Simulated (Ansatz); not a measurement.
**KBr: stable or not**

The cell was reached from a generator's guess, though it ends in a space group that the Crystallography Open Database lists for this formula.

Level of theory: DFT PBE, scalar-relativistic, plane waves, PAW in Ansatz. Settings of the last relaxation (2-atom cell): 420 eV, 6×6×6 k points, Gaussian smearing of 0.02 eV, no spin polarisation.

```cif
data_structure
_symmetry_space_group_name_H-M 'Fm-3m'
_symmetry_Int_Tables_number 225
_cell_length_a 6.7051
_cell_length_b 6.7051
_cell_length_c 6.7051
_cell_angle_alpha 90.000
_cell_angle_beta 90.000
_cell_angle_gamma 90.000
_cell_volume 301.45
loop_
_atom_site_label
_atom_site_type_symbol
_atom_site_symmetry_multiplicity
_atom_site_Wyckoff_symbol
_atom_site_fract_x
_atom_site_fract_y
_atom_site_fract_z
_atom_site_occupancy
K1 K 4 b 0.50000 0.00000 0.00000 1
Br1 Br 4 a 0.00000 0.00000 0.00000 1
```

Formation energies are uncorrected and refer to the elements' standard structures at the same level. The references include crystalline Br.

**Question.** These tests were run: energy against the elements; phonons on a 4×4×4 q mesh. What do they show?

**Answer.**

```
                       test                         result
energy against the elements                 −1.769 eV/atom
  phonons on a 4×4×4 q mesh  no imaginary mode on the mesh
```

It fails none of these tests. Other phases of the system weren't compared here, so this isn't yet thermodynamic stability.

The reference form of Br is held partly by dispersion forces, which this level lacks. The run for the phonons used an 8×8×8 k mesh.
